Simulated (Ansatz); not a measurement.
NiO under changes of volume

One of the cells (9.076 Å³/atom); the others are scaled copies at fixed shape and fractional positions:

```
Ni O
1.0
     0.00000    2.08590    2.08590
     2.08590    0.00000    2.08590
     2.08590    2.08590    0.00000
Ni O
1 1
Direct
  0.00000 0.00000 0.00000
  0.50000 0.50000 0.50000
```

```yaml
Program: Ansatz 0.2.0
Functional: revPBE
Potentials_or_basis: Ansatz PAW
Cutoff: "420 eV (not typed: the program's choice for these potentials)"
k_mesh: 11 × 11 × 11
Occupations: fermi-dirac, width 0.05 eV
Spin: collinear spin, ferromagnetic start
Starting_moments: "[1.0, 0.0] μB"
```

```tsv
volume (Å³/atom)	energy over the lowest point (meV/atom)	pressure (GPa)	moment (μB per cell)
8.531	80.21	24.5	1.59
8.713	?	?	?
8.894	35.10	15.4	1.75
9.076	19.72	11.2	1.80
9.257	9.08	7.3	1.84
9.439	2.61	3.8	1.87
9.620	0.00	0.6	1.90
```

What does the run at 8.713 Å³/atom give?

Energy over the lowest point 55.26 meV/atom; pressure 19.7 GPa; moment 1.67 μB per cell.

Worked out: A Birch-Murnaghan fit of order 3 (a polynomial in V^(-2/3)) to the other rows has its minimum at 9.65 Å³/atom, just outside them, with B0 = V·E''(V) = 172 GPa (rough, since the energies scatter). It gives 55.02 meV/atom at 8.713 Å³/atom, against the run's 55.26, and -dE/dV = 19.9 GPa, against 19.7. A parabola through the other rows of the moment, of slope 0.414 μB per Å³/atom there, gives 1.67 μB, against the run's 1.67.

Energies are extrapolated to zero smearing.

Caveats: a cell with one magnetic atom can't hold antiferromagnetic order, which such compounds often take; the PAW data sets come from PBE, with cores solved anew for the run's functional, which leaves a small shift of forces and pressure.
